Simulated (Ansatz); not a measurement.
**SrF2 in the fluorite structure (space group Fm-3m, No. 225)**

```xyz
3
Lattice="0.0000 2.9286 2.9286 2.9286 0.0000 2.9286 2.9286 2.9286 0.0000" Properties=species:S:1:pos:R:3 pbc="T T T"
Sr     0.0000     0.0000     0.0000
F      1.4643     1.4643     1.4643
F      4.3930     4.3930     4.3930
```

The values are results of PBE/PAW in Ansatz (a program for electronic structure), scalar-relativistic without spin-orbit coupling, not measurements. Settings: 10×10×10 k-points, 0.05 eV Fermi–Dirac smearing.

| Quantity | Value |
|---|---|
| Volume per atom | 16.75 Å³ |
| Density | 4.15 g/cm³ |
| Band gap | 6.78 eV, indirect, X → Γ |
| Electron mass | 0.52 mₑ |
| Lowest conduction-band minima above the VBM | Γ 6.78 eV; X along ⟨100⟩ 8.11 eV |
| Total energy | -1722.401 eV/atom (σ→0; compares only within this code and set-up) |

Effective masses come from finite differences of ±0.01 Å⁻¹. Whether these cells are dynamically stable was not tested.
